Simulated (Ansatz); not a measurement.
**How the conductance of TaN/GaN/Mo changes with thickness**

Aim: the conductance of TaN/GaN/Mo junctions as the barrier thickens. The lower electrode is TaN rock salt(001), the upper one Mo bcc(001); the barrier is GaN rock salt(001) (non-polar). In the first transport cell, after relaxation, the nearest pair of electrode and barrier is N–Ga at 2.14 Å, along the normal, at the lower face and Mo–N at 2.10 Å, along the normal, at the upper one. All share a net of side 3.125 Å, which strains the lower electrode by +0.0 %, the upper one by -0.8 % and the barrier by +3.5 %, against typed lattice constants near PBE's. The first steps treat the bulk electrodes alone.

Method: PBE DFT, plane waves, PAW files, in the first sound run; inputs show where later runs differ, in Ansatz 0.2.0.

Most raw output is cut from this account.

**1. Starting point**

It takes space group Fm-3m (No. 225, cubic). Conventional cell: a = 4.420 Å, b = 4.420 Å, c = 4.420 Å, α = 90.00°, β = 90.00°, γ = 90.00°. Nearest to N lie 6 Ta at 2.21 Å. Ta has 6 N at 2.21 Å nearest. Farther neighbours and most contacts between anions are not listed.

Coordinates:

```cif
data_structure
_symmetry_space_group_name_H-M 'Fm-3m'
_symmetry_Int_Tables_number 225
_cell_length_a 4.4197
_cell_length_b 4.4197
_cell_length_c 4.4197
_cell_angle_alpha 90.000
_cell_angle_beta 90.000
_cell_angle_gamma 90.000
_cell_volume 86.34
loop_
_atom_site_label
_atom_site_type_symbol
_atom_site_symmetry_multiplicity
_atom_site_Wyckoff_symbol
_atom_site_fract_x
_atom_site_fract_y
_atom_site_fract_z
_atom_site_occupancy
N1 N 4 a 0.00000 0.00000 0.00000 1
Ta1 Ta 4 b 0.00000 0.50000 0.00000 1
```

**2. Layer spacing of the electrode, 4 atoms, electrode TaN rock salt(001)**

The electrode is held to the junction's net and relaxed along the normal; its spacing is used for the ideal lead layers.

Contents of input.yaml:

```yaml
crystal:
  lattice:
    - [3.125, 0.0, 0.0]
    - [0.0, 3.125, 0.0]
    - [0.0, 0.0, 4.4204078323]
  atoms:
    - { symbol: "N", position: [0.0, 0.0, 0.0] }
    - { symbol: Ta, position: [0.5, 0.5, 0.0] }
    - { symbol: "N", position: [0.5, 0.5, 0.5] }
    - { symbol: Ta, position: [0.0, 0.0, 0.5] }
kpoints:
  mp_grid: { grid: [12, 12, 7] }
scf:
  occupations: { method: fermi_dirac, width: 0.1 }
  max_iter: 150
hamiltonian:
  xc: pbe
relax:
  f_tol: 0.01
  max_steps: 40
  cell: { fix: [a, b, angles] }
```

The run is started by

```
ansatz run input.yaml --threads 4 --pin off --max-ram 10240MiB --backend cpu --events-out ev --progress --plain --runs-dir out
```

Wall time 5.1 s (4 threads of Arm Neoverse V1, shared host); peak memory 0.41 GiB; 19 s of CPU time.

Little changed from the start: no atom moved by 0.005 Å and no cell edge by 0.1 %.

This step gave:

```yaml
free_energy: -20635.8686 eV
fermi_energy: 21.35 eV
pressure: -0.3430 GPa
```

**3. Layer spacing of the electrode, 2 atoms, electrode Mo bcc(001)**

System of this step: Mo. The structure is tetragonal, space group I4/mmm (No. 139). The conventional cell has a = 3.125 Å, b = 3.125 Å, c = 3.167 Å, α = 90.00°, β = 90.00°, γ = 90.00°. Nearest to Mo lie 8 Mo at 2.72 Å.

input.yaml, the sections that differ from step 2:

```yaml
crystal:
  lattice:
    - [3.125, 0.0, 0.0]
    - [0.0, 3.125, 0.0]
    - [0.0, 0.0, 3.1675]
  atoms:
    - { symbol: Mo, position: [0.0, 0.0, 0.0] }
    - { symbol: Mo, position: [0.5, 0.5, 0.5] }
kpoints:
  mp_grid: { grid: [12, 12, 10] }
# scf, hamiltonian, relax: as in step 2
```

Run time: 6.1 s. Hardware: 4 threads; peak memory 0.39 GiB.

The steps of the relaxation:

| step | energy less that of the first step (eV) | largest force component (eV/Å) | pressure (GPa) | volume (Å³) |
| --- | --- | --- | --- | --- |
| 1 | 0.0000 | 0.0000 | 5.63 | 30.93 |
| 2 | 0.0058 | 0.0000 | 0.80 | 31.50 |
| 3 | -0.0014 | 0.0000 | 4.01 | 31.12 |
| 4 | -0.0014 | 0.0000 | 4.08 | 31.11 |
| 5* | -0.0015 | 0.0000 | 4.08 | 31.11 |

Relaxation steps marked * repeat the geometry before them on a plane-wave basis chosen anew for their cell, so energy and pressure can jump there. Relaxation step 2 was tried and not accepted.

The run keeps the 32 symmetry operations that it works with, so distortions that break them were not tested.

```
conventional cell, symmetrised  before  after  change
                         a (Å)   3.125  3.125  +0.0 %
                         b (Å)   3.125  3.125  +0.0 %
                         c (Å)   3.167  3.185  +0.6 %
              volume (Å³/atom)   15.47  15.55  +0.6 %
```

Final coordinates:

```
Mo
1.0
     3.12500    0.00000    0.00000
     0.00000    3.12500    0.00000
     0.00000    0.00000    3.18539
Mo
2
Direct
  0.00000 0.00000 0.00000
  0.50000 0.50000 0.50000
```

This step gave:

```yaml
free_energy: -9912.0533 eV
fermi_energy: 21.24 eV
pressure: 4.081 GPa
```

The cell grew by 0.6 % in volume.

**4. Relaxing the interfaces**

System of this step: TaN/GaN/Mo. The cell holds 20 atoms: 8 N, 4 Ta, 4 Ga and 4 Mo. Cell: a = 3.125 Å, b = 3.125 Å, c = 38.390 Å, α = 90.0°, β = 90.0°, γ = 90.0°. Vacuum lies along c.

The starting distances are typed guesses, too rough for a quantity that is exponential in distance. A short slab in vacuum serves: only the barrier and the layers next to it are taken over, and later cells can add or drop layers in the barrier's middle. The dipole correction removes the field that unlike faces would set up across the vacuum.

Contents of input.yaml:

```yaml
crystal:
  lattice:
    - [3.125, 0.0, 0.0]
    - [0.0, 3.125, 0.0]
    - [0.0, 0.0, 38.3899734969]
  atoms:
    - { symbol: "N", position: [0.5, 0.5, 0.2083877448] }
    - { symbol: Ta, position: [0.0, 0.0, 0.2083877448] }
    - { symbol: "N", position: [0.0, 0.0, 0.265960171] }
    - { symbol: Ta, position: [0.5, 0.5, 0.265960171] }
    - { symbol: "N", position: [0.5, 0.5, 0.3235325972] }
    - { symbol: Ta, position: [0.0, 0.0, 0.3235325972] }
    - { symbol: "N", position: [0.0, 0.0, 0.3811050234] }
    - { symbol: Ta, position: [0.5, 0.5, 0.3811050234] }
    - { symbol: "N", position: [0.5, 0.5, 0.4451842549] }
    - { symbol: Ga, position: [0.0, 0.0, 0.4451842549] }
    - { symbol: "N", position: [0.0, 0.0, 0.4994355015] }
    - { symbol: Ga, position: [0.5, 0.5, 0.4994355015] }
    - { symbol: "N", position: [0.5, 0.5, 0.553686748] }
    - { symbol: Ga, position: [0.0, 0.0, 0.553686748] }
    - { symbol: "N", position: [0.0, 0.0, 0.6079379945] }
    - { symbol: Ga, position: [0.5, 0.5, 0.6079379945] }
    - { symbol: Mo, position: [0.0, 0.0, 0.6678494711] }
    - { symbol: Mo, position: [0.5, 0.5, 0.7091037325] }
    - { symbol: Mo, position: [0.0, 0.0, 0.7503579938] }
    - { symbol: Mo, position: [0.5, 0.5, 0.7916122552] }
kpoints:
  mp_grid: { grid: [8, 8, 1] }
scf:
  occupations: { method: fermi_dirac, width: 0.1 }
  max_iter: 150
hamiltonian:
  xc: pbe
efield:
  axis: 3
  dipole_correction: true
relax:
  f_tol: 0.04
  max_steps: 60
output:
  forces: true
```

Run time: 2.3 min. Hardware: 4 threads; peak memory 1.4 GiB.

Relaxation path:

```csv
step,energy less that of the first step (eV),largest force component (eV/Å)
1,0.0000,2.0634
2,-0.8837,0.9578
3,-1.2198,2.3507
4,-1.4354,0.4564
5,-1.4710,0.2851
6,-1.4802,0.0955
7,-1.4808,0.1010
8,-1.4815,0.0094
```

Forces are held to the 8 operations that the run works with; a distortion that breaks them can't arise in this run.

The atoms that moved most (Å):

```
atom     dx     dy      dz  length
Mo20  0.000  0.000  -0.508   0.508
Mo18  0.000  0.000  -0.434   0.434
  N7  0.000  0.000   0.382   0.382
 Ta6  0.000  0.000   0.355   0.355
Mo19  0.000  0.000  -0.292   0.292
 Ta2  0.000  0.000   0.291   0.291
Mo17  0.000  0.000  -0.264   0.264
  N3  0.000  0.000   0.237   0.237
```

This step gave:

| Item | Value |
| --- | --- |
| free energy | -77760.5381 eV |
| Fermi energy | 9.902 eV |

The largest force component on a free atom ends at 0.0094 eV/Å. At one or more of this run's solves the program warned of density in the dipole ramp over its bound, where dipole, forces and levels can be off.

**5. T(E) of the junction**

This step: PBE DFT, plane waves, PAW files; ballistic transmission by layer matching between semi-infinite leads (Ansatz 0.2.0).

System of this step: TaN/GaN/Mo. The cell holds 43 atoms: 16 N, 12 Ta, 4 Ga and 11 Mo. Its edges and angles: a = 3.125 Å, b = 3.125 Å, c = 64.593 Å, α = 90.0°, β = 90.0°, γ = 90.0°. Regions: left electrode, 24 atoms (12 N and 12 Ta); barrier, 8 atoms (4 N and 4 Ga); right electrode, 11 atoms (11 Mo). Vacuum lies along c.

The relaxed core is set between ideal electrode layers (this cell holds 4 atomic planes between the electrodes; where that differs from the relaxed slab, whole periods were copied in or cut out without a new relaxation), which the solver continues as semi-infinite leads. A wide energy window on a coarse mesh (12×12) shows where the Fermi level lies against the barrier's bands; the projected density of states shows how far the metals' states reach in.

Contents of input.yaml:

```yaml
crystal:
  lattice:
    - [3.125, 0.0, 0.0]
    - [0.0, 3.125, 0.0]
    - [0.0, 0.0, 64.592904351]
  atoms:
    - { symbol: "N", position: [0.5, 0.5, 0.1083710366] }
    - { symbol: Ta, position: [0.0, 0.0, 0.1083710366] }
    - { symbol: "N", position: [0.0, 0.0, 0.1425702272] }
    - { symbol: Ta, position: [0.5, 0.5, 0.1425702272] }
    - { symbol: "N", position: [0.5, 0.5, 0.1767694178] }
    - { symbol: Ta, position: [0.0, 0.0, 0.1767694178] }
    - { symbol: "N", position: [0.0, 0.0, 0.2109686085] }
    - { symbol: Ta, position: [0.5, 0.5, 0.2109686085] }
    - { symbol: "N", position: [0.5, 0.5, 0.2451677991] }
    - { symbol: Ta, position: [0.0, 0.0, 0.2451677991] }
    - { symbol: "N", position: [0.0, 0.0, 0.2793669898] }
    - { symbol: Ta, position: [0.5, 0.5, 0.2793669898] }
    - { symbol: "N", position: [0.5, 0.5, 0.3135661804] }
    - { symbol: Ta, position: [0.0, 0.0, 0.3135661804] }
    - { symbol: "N", position: [0.0, 0.0, 0.347765371] }
    - { symbol: Ta, position: [0.5, 0.5, 0.347765371] }
    - { symbol: "N", position: [0.5, 0.5, 0.3819645617] }
    - { symbol: Ta, position: [0.0, 0.0, 0.3819645617] }
    - { symbol: "N", position: [0.0, 0.0, 0.4161637523] }
    - { symbol: Ta, position: [0.5, 0.5, 0.4161637523] }
    - { symbol: "N", position: [0.5, 0.5, 0.4503629429] }
    - { symbol: Ta, position: [0.0, 0.0, 0.4503629429] }
    - { symbol: "N", position: [0.0, 0.0, 0.4873994204] }
    - { symbol: Ta, position: [0.5, 0.5, 0.4837651976] }
    - { symbol: "N", position: [0.5, 0.5, 0.5183574425] }
    - { symbol: Ga, position: [0.0, 0.0, 0.5204965742] }
    - { symbol: "N", position: [0.0, 0.0, 0.5517412243] }
    - { symbol: Ga, position: [0.5, 0.5, 0.5523676671] }
    - { symbol: "N", position: [0.5, 0.5, 0.5841442256] }
    - { symbol: Ga, position: [0.0, 0.0, 0.5844019388] }
    - { symbol: "N", position: [0.0, 0.0, 0.6153751902] }
    - { symbol: Ga, position: [0.5, 0.5, 0.6183032067] }
    - { symbol: Mo, position: [0.0, 0.0, 0.6478191948] }
    - { symbol: Mo, position: [0.5, 0.5, 0.6697118107] }
    - { symbol: Mo, position: [0.0, 0.0, 0.6943692721] }
    - { symbol: Mo, position: [0.5, 0.5, 0.7190267335] }
    - { symbol: Mo, position: [0.0, 0.0, 0.7436841949] }
    - { symbol: Mo, position: [0.5, 0.5, 0.7683416563] }
    - { symbol: Mo, position: [0.0, 0.0, 0.7929991178] }
    - { symbol: Mo, position: [0.5, 0.5, 0.8176565792] }
    - { symbol: Mo, position: [0.0, 0.0, 0.8423140406] }
    - { symbol: Mo, position: [0.5, 0.5, 0.866971502] }
    - { symbol: Mo, position: [0.0, 0.0, 0.8916289634] }
kpoints:
  mp_grid: { grid: [10, 10, 1] }
scf:
  occupations: { method: fermi_dirac, width: 0.1 }
  max_iter: 150
hamiltonian:
  xc: pbe
output:
  transmission:
    kmesh: [12, 12]
    e_range: [-3, 3]
    de: 0.1
    leads: [[10, 12], [37, 38]]
  dos: { projected: true, e_range: [-6, 5], de: 0.05 }
  write_potential: true
  write_density: true
  volumetric_format: npy
  elf: true
```

Elapsed: 7.6 min, on 4 threads; peak memory 5.7 GiB.

Numbers from this step:

```yaml
free_energy: -194995.2514 eV
fermi_energy: 15.52 eV
level_to_which_the_leads_are_filled: 0 eV from the Fermi level
transmission_at_the_fermi_level_a_spin_zone_mean: 0.005993
channels_of_the_lower_lead: 1.944
channels_of_the_upper_lead: 1.458
potential_step_in_the_lower_lead: 13 meV
potential_step_in_the_upper_lead: 28 meV
```

One spin. Transmission, zone mean against energy, zero at the Fermi level:

energy (eV), transmission, zone mean and a bar:
```
    -3.00      0.036 ###
    -2.90      0.076 ######
    -2.80      0.068 #####
    -2.60      0.030 ##
    -2.40      0.052 ####
    -2.20      0.035 ###
    -2.00      0.065 #####
    -1.80      0.039 ###
    -1.60      0.021 ##
    -1.30      0.006 
    -1.10      0.003 
    -0.90      0.002 
    -0.70      0.002 
    -0.50      0.003 
    -0.30      0.009 #
    -0.10      0.015 #
     0.00      0.006 
     0.10      0.008 #
     0.30      0.012 #
     0.50      0.011 #
     0.70      0.024 ##
     0.90      0.038 ###
     1.10      0.051 ####
     1.30      0.098 ########
     1.60      0.229 ##################
     1.80      0.245 ####################
     2.00      0.321 ##########################
     2.10      0.372 ##############################
     2.20      0.264 #####################
     2.40      0.314 #########################
     2.60      0.228 ##################
     2.80      0.168 ##############
     3.00      0.276 ######################
```

One spin. Open channels, zone mean against energy, zero at the Fermi level:

| energy (eV) | lower lead | upper lead |
| --- | --- | --- |
| -3.00 | 0.576 | 2.42 |
| -2.80 | 0.743 | 2.03 |
| -2.70 | 0.799 | 2.02 |
| -2.50 | 0.854 | 1.58 |
| -2.40 | 0.910 | 1.58 |
| -2.20 | 0.993 | 1.66 |
| -2.00 | 1.08 | 2.19 |
| -1.90 | 1.17 | 2.74 |
| -1.70 | 1.31 | 3.19 |
| -1.50 | 1.31 | 2.85 |
| -1.40 | 1.39 | 2.26 |
| -1.20 | 1.36 | 1.88 |
| -1.10 | 1.58 | 1.93 |
| -0.90 | 1.64 | 1.60 |
| -0.70 | 1.64 | 1.68 |
| -0.60 | 1.64 | 1.54 |
| -0.40 | 1.78 | 1.51 |
| -0.20 | 1.86 | 1.62 |
| -0.10 | 1.97 | 1.54 |
| 0.00 | 1.94 | 1.46 |
| 0.10 | 1.96 | 1.43 |
| 0.20 | 1.85 | 1.71 |
| 0.40 | 1.93 | 2.18 |
| 0.60 | 2.15 | 2.51 |
| 0.70 | 2.15 | 2.51 |
| 0.90 | 2.26 | 2.54 |
| 1.10 | 2.65 | 2.68 |
| 1.20 | 2.62 | 2.57 |
| 1.40 | 2.60 | 2.60 |
| 1.50 | 2.83 | 2.46 |
| 1.70 | 3.10 | 2.28 |
| 1.90 | 3.33 | 2.35 |
| 2.00 | 2.99 | 1.90 |
| 2.20 | 2.58 | 1.99 |
| 2.40 | 2.64 | 2.75 |
| 2.50 | 2.11 | 2.60 |
| 2.70 | 2.08 | 2.08 |
| 2.80 | 2.22 | 2.31 |
| 3.00 | 2.17 | 2.36 |

Transmission over k1 and k2. At 0.0000 eV from the Fermi level; zeros and values more than six decades under the largest are shown at that floor.

log10 of the mean of each cell; the least values stand at a floor. Values, 12 rows by 12 columns:
```
-2.0 -2.9 -7.0 -7.0 -7.0 -3.2 -1.4 -3.2 -7.0 -7.0 -7.0 -2.9
-7.0 -7.0 -7.0 -7.0 -7.0 -3.4 -3.6 -3.4 -7.0 -7.0 -7.0 -7.0
-7.0 -7.0 -7.0 -7.0 -7.0 -2.4 -5.4 -2.4 -7.0 -7.0 -7.0 -7.0
-1.7 -7.0 -7.0 -7.0 -7.0 -2.5 -4.4 -2.5 -7.0 -7.0 -7.0 -7.0
-2.8 -3.2 -3.4 -2.4 -2.5 -1.7 -1.0 -1.7 -2.5 -2.4 -3.4 -3.2
-7.0 -1.4 -3.6 -5.4 -4.4 -1.0 -3.8 -1.0 -4.4 -5.4 -3.6 -1.4
-2.8 -3.2 -3.4 -2.4 -2.5 -1.7 -1.0 -1.7 -2.5 -2.4 -3.4 -3.2
-1.7 -7.0 -7.0 -7.0 -7.0 -2.5 -4.4 -2.5 -7.0 -7.0 -7.0 -7.0
-7.0 -7.0 -7.0 -7.0 -7.0 -2.4 -5.4 -2.4 -7.0 -7.0 -7.0 -7.0
-7.0 -7.0 -7.0 -7.0 -7.0 -3.4 -3.6 -3.4 -7.0 -7.0 -7.0 -7.0
-2.0 -2.9 -7.0 -7.0 -7.0 -3.2 -1.4 -3.2 -7.0 -7.0 -7.0 -2.9
-3.2 -2.0 -7.0 -7.0 -1.7 -2.8 -7.0 -2.8 -1.7 -7.0 -7.0 -2.0
```
Columns: k1 (b1) from -0.5 to 0.417; rows upwards: k2 (b2) from -0.5 to 0.417.

Open channels of the lower lead over k1 and k2. At 0.0000 eV from the Fermi level.

Values, 12 rows by 12 columns:
```
2.00 2.00 2.00 2.00 2.00 1.00 3.00 1.00 2.00 2.00 2.00 2.00
0.00 2.00 2.00 2.00 3.00 2.00 3.00 2.00 3.00 2.00 2.00 2.00
2.00 2.00 2.00 3.00 2.00 1.00 2.00 1.00 2.00 3.00 2.00 2.00
2.00 2.00 3.00 2.00 2.00 2.00 2.00 2.00 2.00 2.00 3.00 2.00
2.00 1.00 2.00 1.00 2.00 2.00 2.00 2.00 2.00 1.00 2.00 1.00
0.00 3.00 3.00 2.00 2.00 2.00 2.00 2.00 2.00 2.00 3.00 3.00
2.00 1.00 2.00 1.00 2.00 2.00 2.00 2.00 2.00 1.00 2.00 1.00
2.00 2.00 3.00 2.00 2.00 2.00 2.00 2.00 2.00 2.00 3.00 2.00
2.00 2.00 2.00 3.00 2.00 1.00 2.00 1.00 2.00 3.00 2.00 2.00
0.00 2.00 2.00 2.00 3.00 2.00 3.00 2.00 3.00 2.00 2.00 2.00
2.00 2.00 2.00 2.00 2.00 1.00 3.00 1.00 2.00 2.00 2.00 2.00
2.00 2.00 0.00 2.00 2.00 2.00 0.00 2.00 2.00 2.00 0.00 2.00
```
Columns: k1 (b1) from -0.5 to 0.417; rows upwards: k2 (b2) from -0.5 to 0.417.

Open channels of the upper lead over k1 and k2. At 0.0000 eV from the Fermi level.

Ten even steps from '_' (0.00) to '@' (4.00):
```
++++______##@@##______++
__________++##++________
__________++++++________
++______++++++++++______
@@##++++++@@@@@@++++++##
@@@@##++++@@@@@@++++##@@
@@##++++++@@@@@@++++++##
++______++++++++++______
__________++++++________
__________++##++________
++++______##@@##______++
++++____++@@@@@@++____++
```
Columns: k1 (b1) from -0.5 to 0.417; rows upwards: k2 (b2) from -0.5 to 0.417.

Projected DOS an atom over height of the atomic layer and energy from the Fermi level. Layers: TaN TaN TaN TaN TaN TaN TaN TaN TaN TaN TaN TaN GaN GaN GaN GaN Mo Mo Mo Mo Mo Mo Mo Mo Mo Mo Mo; projections on atoms miss part of the total, and the computed bands can run out at the top of the range; a column is the mean of 2 neighbouring layers, the last of those left over.

Ten even steps from '0' (0.03 states/eV) to '9' (2.62 states/eV), each cell a mean:
```
33333200455556
32222200355559
22112100344445
21111100233334
21111100222226
11111100422217
11111100321229
11111100221226
11111100233235
00000001466545
00000011345545
00000021433344
00000021444454
00000011566664
00000021454464
00000011333342
00000022454551
00000011355551
10000111333430
20000100122210
31111200000000
31222311000000
```
Columns: height of the atomic layer (Å) from 8.1 to 57.6 (not evenly spaced); rows upwards: energy from the Fermi level (eV) from -6 to 1.8.

Valence density in the ca plane at fractional y = 0.000, with atoms of Ta and N and Ga and Mo within 0.2 Å of it. It is the smooth field of the valence electrons, not physical close to the nuclei.

Ten even steps from '0' (0.0 e/Å³) to '9' (4.3 e/Å³), each cell a mean:
```
00000000000000000499941257621389951147621289
00000000000000000146410122210136510012210135
00000000000000000001000000000001000000000001
00000000000000000000000000000000000000000000
00000000000000000000000000000000000000000000
00000000000000000012200011100012210011100012
00000000000000000279730135410269831135411169
00000000000000000598951268721498961258731388
```
Columns run along c (16.0 Å, from fractional 0.00 to 0.25 of the cell), rows up along a (3.1 Å). Atoms in or near the plane, at fractional coordinates: Ta at (0.11, 0.00), N at (0.14, 0.00), Ta at (0.18, 0.00), N at (0.21, 0.00), Ta at (0.25, 0.00).

Electrostatic potential energy in the ca plane at fractional y = 0.000, with atoms of Ta and N and Ga and Mo within 0.2 Å of it. With pseudopotentials it is smooth inside the atoms' cores, unlike the true potential.

Ten even steps from '0' (-61 eV) to '9' (17 eV), each cell a mean:
```
76667973269866678842587300269985101589983002
87778998899977789988999644689997535899997445
99999999999999999999999988999999888999999889
99999999999999999999999999999999999999999999
99999999999999999999999999999999999999999999
98789999999988889999999876799998767999998767
76667985589876679965798521379996213699985213
76767861159767768720387200169984000489972001
```
Columns run along c (16.0 Å, from fractional 0.51 to 0.76 of the cell; values clipped at the 3rd and 97th percentile), rows up along a (3.1 Å). Atoms in or near the plane, at fractional coordinates: Ga at (0.52, 0.00), N at (0.55, 0.00), Ga at (0.58, 0.00), N at (0.62, 0.00), Mo at (0.65, 0.00), Mo at (0.69, 0.00), Mo at (0.74, 0.00).

ELF in the ca plane at fractional y = 0.000, with atoms of Ta and N and Ga and Mo within 0.2 Å of it. It is the smooth field of the valence electrons, not physical close to the nuclei.

Values, 5 rows by 16 columns, each cell a mean:
```
0.12 0.18 0.67 0.66 0.14 0.13 0.66 0.64 0.47 0.59 0.31 0.48 0.60 0.31 0.40 0.64
0.14 0.14 0.39 0.34 0.13 0.14 0.32 0.37 0.21 0.31 0.43 0.30 0.27 0.41 0.34 0.26
0.11 0.09 0.13 0.11 0.09 0.10 0.09 0.14 0.23 0.36 0.40 0.38 0.34 0.40 0.42 0.31
0.15 0.17 0.55 0.49 0.15 0.15 0.48 0.51 0.28 0.39 0.41 0.33 0.36 0.39 0.33 0.38
0.12 0.17 0.60 0.63 0.13 0.12 0.63 0.58 0.50 0.58 0.26 0.50 0.58 0.27 0.41 0.61
```
Columns run along c (16.0 Å, from fractional 0.51 to 0.76 of the cell), rows up along a (3.1 Å). Atoms in or near the plane, at fractional coordinates: Ga at (0.52, 0.00), N at (0.55, 0.00), Ga at (0.58, 0.00), N at (0.62, 0.00), Mo at (0.65, 0.00), Mo at (0.69, 0.00), Mo at (0.74, 0.00).

At the Fermi level the transmission is 0.0060, as a zone mean for one spin on this coarse mesh. At the Fermi level the layers of this cell's barrier hold from 0.073 to 0.23 states an eV and atom: none is empty there, through tails of the electrodes' states or through bands of its own. In the worse lead the potential repeats within 28 meV, which the program flags as too much for a lead, so G carries that doubt.

(Part 1 of 3 ends here.)

[Logs are printed without paths, hosts, clocks, repeated set-up lines and the standing remarks that a program may print on its own settings, such as how far it seeks lower states.]

[Hosts, paths, dates, database ids (printed as entryN), source tags and the programs' standing remarks are cut or masked in the printed files.]
